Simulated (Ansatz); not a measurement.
## Ge under changes of volume

One of the cells (18.253 Å³/atom); the others are scaled copies at fixed shape and fractional positions:

```
Ge
1.0
     1.48805   -2.59469    0.00000
     1.48805    2.59469    0.00000
     0.00000    0.00000    4.72760
Ge
2
Direct
  0.33345 0.66655 0.25000
  0.66655 0.33345 0.75000
```

This isn't the form of Ge at room conditions, which is diamond.

```yaml
Program: Ansatz 0.2.0
Functional: LDA
Potentials_or_basis: all-electron LAPW, scalar-relativistic
Cutoff: 200 eV (chosen from the basis error)
Basis_error_allowed: 0.001 eV/atom
k_mesh: 10 × 10 × 6
Occupations: fermi-dirac, width 0.05 eV
Spin: no spin polarisation
```

```tsv
volume (Å³/atom)	energy over the lowest point (meV/atom)	pressure (GPa)	largest force (eV/Å)
17.158	10.14	4.1	0.001
17.523	2.94	2.2	0.001
17.888	0.00	0.4	0.000
18.253	?	?	?
18.618	5.22	-2.6	0.001
18.984	12.64	-3.9	0.001
19.349	22.85	-5.0	0.002
```

What does the run at 18.253 Å³/atom give?

Energy over the lowest point 0.89 meV/atom; pressure -1.2 GPa; largest force 0.000 eV/Å.

Worked out: A Birch-Murnaghan fit of order 3 (a polynomial in V^(-2/3)) to the other rows has its minimum at 17.98 Å³/atom with B0 = V·E''(V) = 80 GPa and B' = 4.3 at fixed shape and positions, which overstates the stiffness. It gives 0.89 meV/atom at 18.253 Å³/atom, against the run's 0.89, and -dE/dV = -1.2 GPa, against -1.2.

Energies are extrapolated to zero smearing.
